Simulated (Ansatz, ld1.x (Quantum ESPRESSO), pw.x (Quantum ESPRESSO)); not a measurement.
# Ru: does the TM potential hold in the solid?

ld1.x (Quantum ESPRESSO) 7.5 input, shortened:

```
&input
   title='Ru', zed=44., rel=1, dft='PBESOL', iswitch=3,
   config='[Kr] 4d7 5s1 5p0'
 /
 &inputp
   pseudotype=2, tm=.true., lloc=0,
   nlcc=.false.
 /
3
5P  2  1   0.00   0.00  4.10  4.10  0.0
4D  3  2   7.00   0.00  1.25  1.25  0.0
5S  1  0   1.00   0.00  1.95  1.95  0.0
 &test
   configts(1)='4d7 5s1 5p0'
 /
```

Crystal test: fcc Ru in pw.x 7.5, no spin, 15³ k-points, Fermi–Dirac smearing 0.01 Ry, cutoffs 100/400 Ry. The reference is all-electron LAPW (Ansatz 0.2.0) with the same functional, mesh and smearing; V0 and B0 come from Birch–Murnaghan fits to the pressures at five volumes. Errors are pseudo minus all-electron; Δ is the rms difference of the E(V) curves that follow from these fits, minima aligned, over ±6 % about the mean V0. Mesh and smearing are coarse, so the numbers serve the comparison and aren't converged zero-temperature values; the lattice is a test structure that the element need not adopt.

```json
{"V (Å³/atom)": "12.682", "P all-electron (GPa)": "21.13", "P pseudo (GPa)": "51.38"}
{"V (Å³/atom)": "13.016", "P all-electron (GPa)": "10.45", "P pseudo (GPa)": "37.98"}
{"V (Å³/atom)": "13.350", "P all-electron (GPa)": "1.19", "P pseudo (GPa)": "26.29"}
{"V (Å³/atom)": "13.684", "P all-electron (GPa)": "-6.81", "P pseudo (GPa)": "16.11"}
{"V (Å³/atom)": "14.018", "P all-electron (GPa)": "-13.74", "P pseudo (GPa)": "7.24"}
```

All-electron: a0 = 3.770 Å (V0 = 13.40 Å³/atom), B0 = 338.1 GPa.

Pseudopotential: mean pressure error (GPa): +25.36. The pressure does not cross zero within the volumes sampled, so no fit is given. The largest radius (4.10 bohr) exceeds half the bond length (2.52 bohr), so the spheres overlap, which is one possible source of error among others. This is a poor potential for the solid. The logarithmic derivative shows an extra or strongly shifted pseudo pole above the reference energy (s near 1.47 Ry).

Problem. At the middle volume, how do free energy and pressure move when the wave cutoff is lowered (ecutrho kept at four times it)?

Solution.

```csv
cutoff (Ry),shift of F (meV/atom),shift of P (GPa)
45,+933.0,-46.26
60,+123.9,-7.82
80,+8.6,-0.69
```

The run at the middle volume (120 k-points, 9 iterations) took about 32 s on one core of a shared host (Neoverse-V1, 32 threads, 247 GiB, load 12).
